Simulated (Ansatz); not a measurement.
input.yaml (Ansatz)

```yaml
crystal:
  lattice:
    - [-1.7530737972, 1.7530737972, 1.7530737972]
    - [1.7530737972, -1.7530737972, 1.7530737972]
    - [1.7530737972, 1.7530737972, -1.7530737972]
  atoms:
    - { symbol: Se, position: [0.0, 0.0, 0.0] }
hamiltonian:
  xc: revpbe
  pseudopotentials:
    kind: paw
    azcp:
      Se: "pseudopotentials/Se.paw.azcp"
basis:
  ecutwfc: 420
  fft_grid_basis: typed
kpoints:
  mp_grid: { grid: [14, 14, 14], shift: [0, 0, 0] }
magnetization:
  spin_polarized: false
scf:
  occupations: { method: fermi_dirac, width: 0.1 }
  lower_state_search: "off"
output:
  stress: true
  write_density: true
  write_potential: true
  elf: true
  volumetric_format: npy
```

Output

```
Engine: ansatz 0.2.0, x86_64-unknown-linux-gnu
Pseudopotentials: kind: paw
Pseudopotential: Se, paw, valence charge 16, recommended cutoff 420 eV (normal) 
Functional definition: revPBE
  parameter kappa = 1.245
  parameter beta = 0.06672455060314922
  exchange = pbe_x(kappa = kappa, mu = beta*pi^2/3)
  correlation = pbe_c(beta = beta)
Crystal: 1 atoms, lattice volume = 21.551 Å³
Basis set: ecut = 420 eV, 429 PW (Γ)
Bands: 12, of which v1, the nominal top of the filled ones, is band 8 counted from 1 (7 counted from 0)
Symmetry: 48 space group operations
Space group: Im-3m (ITA 229), of the structure as read, at distance tolerance 2.8e-5 Å
k-points: 104 of 2744
Non-local potential: Se, projectors of the file, l = 0: 2, l = 1: 2, l = 2: 3, l = 3: 1
PAW form: soft (Blöchl's): semilocal exchange-correlation on the pseudo side does not see the compensation charge
PAW frozen core: Se, regenerated for the run's functional, and the local potential with it (the file was generated under x = pbe(κ = 0.804, μ = 0.2195149727645171), c = pbe(β = 0.06672455060314922))
PAW one-centre angular grid: Se, 590 points (default); XC on 64 Gauss nodes
Initial density: superposition of atomic densities (neutral atoms: chi_scale 0, normalization atom), corrected by the library's trained network
Initial wavefunctions: pseudopotential atomic-orbital guess
Functional: x = revpbe(κ = 1.245, μ = 0.2195149727645171), c = pbe(β = 0.06672455060314922)
SCF iter   1: F=—  HF=-5472.733916 eV  |F-HF|=—  |Δ(HF+E_count)|=         —  Δρ=1.31e-3  dr2=9.20e-5  ethr=1.77e-3  ⟨swp⟩=5.1  Hψ=7378  notcnv=0
SCF iter   2: F=—  HF=-5472.734162 eV  |F-HF|=—  |Δ(HF+E_count)|=   2.46e-4  Δρ=8.71e-4  dr2=5.07e-5  ethr=5.75e-7  ⟨swp⟩=2.0  Hψ=2929  notcnv=0
SCF iter   3: F=—  HF=-5472.734271 eV  |F-HF|=—  |Δ(HF+E_count)|=   1.09e-4  Δρ=3.92e-4  dr2=1.14e-5  ethr=3.17e-7  ⟨swp⟩=2.1  Hψ=1621  notcnv=0
SCF iter   4: F=—  HF=-5472.734300 eV  |F-HF|=—  |Δ(HF+E_count)|=   2.86e-5  Δρ=5.48e-5  dr2=2.40e-7  ethr=7.14e-8  ⟨swp⟩=2.0  Hψ=1567  notcnv=0
iter 5 did not close the SCF: its close was put off for the readings that it lacked (scf_convergence_deferred on its scf_iter line)
SCF iter   5: F=-5472.734300 eV  HF=-5472.734300 eV  |F-HF|=2.64e-8  |Δ(HF+E_count)|=   5.52e-8  Δρ=1.51e-5  dr2=3.14e-8  ethr=1.50e-9  ⟨swp⟩=2.8  Hψ=2047  notcnv=0
SCF iter   6: F=-5472.734300 eV  HF=-5472.734300 eV  |F-HF|=1.96e-9  |Δ(HF+E_count)|=   2.71e-8  Δρ=3.11e-6  dr2=1.68e-9  ethr=1.96e-10  ⟨swp⟩=4.9  Hψ=6033  notcnv=0
SCF 1 converged in 6 iterations: F = -5472.734300 eV  dr2 = 1.68e-9
SCF converged after 6 iterations
Free energy (F): -5472.734300 eV
Harris-Foulkes:  -5472.734300 eV  (|F-HF|=1.96e-9)
Internal energy: -5472.710611 eV  (E = F + TS)
E sigma→0 (E₀):  -5472.722455 eV
Entropy (-TS):   -0.023689 eV (-23.689 meV/atom)
Fermi energy:    10.173992 eV
--- Per-component energies (eV) ---
  E_band       = -357.043550
  E_kinetic    = 115.571485
  E_local      = -2121.960545  (includes V_loc(G=0)·N_el)
  E_nonlocal   = -595.168063
  E_hartree    = 1061.439285
  E_xc         = -102.988348
  E_vxc        = -96.427792  (∫ρ·V_xc dr)
  E_paw        = -1916.289587  (= ΣΔE_a)
  E_vpaw       = 218.064162  (= ΣTr[D̂ρ^β])
  E_aug_tail   = -0.000584  (compensation charges beyond the density's cutoff)
  E_ewald      = -1913.116824
  E_core_change = -0.197430  (= ΣΔE_core)
  E_smearing   = -0.023689  (= −TS)
  E_closure    = -0.000000  (closes the sum)
  Σ components = -5472.734300   (vs F -5472.734300, Δ=0.00e0)
--- Stress (GPa, compression-positive) ---
       -2.125536      -0.000000       0.000000
        0.000000      -2.125536       0.000000
       -0.000000       0.000000      -2.125536
  P = ⅓ Tr σ = -2.1255 GPa (-21.255 kbar)
--- Band table (eV; the first three rows and the last of 104) ---
  k-point 0: bands = ["-38.1327", "-38.1327", "-38.1327", "-38.1272", "-38.1272", "-5.3923", "12.8923", "12.8923", "12.8923", "20.6756", "22.5578", "22.5578"]
  k-point 1: bands = ["-38.1328", "-38.1324", "-38.1320", "-38.1273", "-38.1272", "-5.2929", "12.2667", "12.6944", "12.8585", "21.0660", "22.1263", "22.4171"]
  k-point 2: bands = ["-38.1330", "-38.1317", "-38.1302", "-38.1276", "-38.1274", "-4.9989", "10.7965", "12.2001", "12.7623", "20.6402", "21.2535", "23.0241"]
  k-point 103: bands = ["-38.1338", "-38.1338", "-38.1208", "-38.1208", "-38.1208", "-0.2492", "7.2098", "7.2098", "7.2098", "14.6035", "14.6035", "32.5198"]
```

Command:

```sh
ansatz run input.yaml --threads 2 --pin off --max-ram 5120MiB --backend cpu --events-out ev --progress --plain --runs-dir out
```

On 2 threads of Intel(R) Xeon(R) Platinum 8488C (Sapphire Rapids) (shared host) this took about 1 s of wall time and 1.5 s of CPU time.
